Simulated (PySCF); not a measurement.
NICS in isomers of C5H5N.

Definitions: NICS(0) = −σiso at the ring centroid; NICS(1) = −σiso and NICS(1)zz = −σzz at ±1 Å along the ring normal z. Level: GIAO PBE0/pcSseg-1 (PySCF, non-relativistic, gas phase) on the PBE0-D3(BJ)/def2-SVP geometries, one conformer each. Atom numbers follow the mapped SMILES.

Question: Order these rings by mean NICS(1)zz, lowest (most negative) first (ppm).
A. ring C2–C3–C4 in `[CH3:1][C:2]1=[CH:3][C@@H:4]1[C:5]#[N:6]`
B. ring C1–C2–C3–N4–C5–C6 in `[cH:1]1[cH:2][cH:3][n:4][cH:5][cH:6]1`
C. ring C3–C4–C5 in `[CH2:1]=[N:2][C:3]1=[CH:4][C:5]1=[CH2:6]`

Answer: B (-29.0), A (-17.1), C (-11.2).

| SMILES | ring | NICS(0) | NICS(1) | NICS(1)zz | HOMA | rms pucker (Å) | ring atoms with four or more neighbours |
| --- | --- | --- | --- | --- | --- | --- | --- |
| c1ccncc1 | 6-membered ring with N; formal bonds all aromatic | -7.4 | -11.3 | -29.0 | 0.99 | 0.00 | 0 |
| CC1=C[C@@H]1C#N | 3-membered carbocycle; formal bonds 1 double, 2 single | -33.4 | -8.4 | -17.1 | – | 0.00 | 1 |
| C=NC1=CC1=C | 3-membered carbocycle; formal bonds 1 double, 2 single | -25.5 | -7.1 | -11.2 | 0.27 | 0.00 | 0 |

NICS(0) gives another order. The isotropic NICS(1) gives the same order. HOMA uses Krygowski's 1993 parameters; it is left out where a ring has a four-coordinate atom, a triple bond, no multiple bond or a kind of bond without parameters. NICS(1) and NICS(1)zz are means over the two faces.
